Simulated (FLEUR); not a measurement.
## Moving the volume of the cell in AuAl

```cif
data_structure
_symmetry_space_group_name_H-M 'Pm-3m'
_symmetry_Int_Tables_number 221
_cell_length_a 3.2239
_cell_length_b 3.2239
_cell_length_c 3.2239
_cell_angle_alpha 90.000
_cell_angle_beta 90.000
_cell_angle_gamma 90.000
_cell_volume 33.51
loop_
_atom_site_label
_atom_site_type_symbol
_atom_site_symmetry_multiplicity
_atom_site_Wyckoff_symbol
_atom_site_fract_x
_atom_site_fract_y
_atom_site_fract_z
_atom_site_occupancy
Au1 Au 1 b 0.50000 0.50000 0.50000 1
Al1 Al 1 a 0.00000 0.00000 0.00000 1
```

The cell comes from a database or a generator and needn't be the stable form of this composition.

Kept alike: task single point; functional PBEsol; k mesh 8 × 8 × 8; occupations fermi-dirac, width 0.05 eV; no spin polarisation. Program: FLEUR, all-electron, FLAPW. The mesh is that of the run's cell of 2 atoms. No spin-orbit coupling.

| volume of cell, f (times the cell shown) | free energy over the lowest row (meV/atom) |
| --- | --- |
| 0.8 | 250.06 |
| 0.85 | 101.42 |
| 0.9 | ? |
| 0.95 | 0.00 |
| 1 | 11.84 |
| 1.05 | 49.54 |
| 1.1 | 105.09 |

The cell shown is the unstrained one; x, y and z are its Cartesian axes; atoms keep their fractions. For a metal such a mesh leaves the last digits unconverged.

Fit the rows shown and predict the run at 0.9 times the cell shown.

A least-squares cubic through the rows shown is free energy = -17973.9 f³ + 59168.9 f² - 63835.5 f + 22652.2 (largest miss 2.021); at f = 0.9 it gives 24.05 meV/atom. The run gave: free energy over the lowest row 25.02 meV/atom.
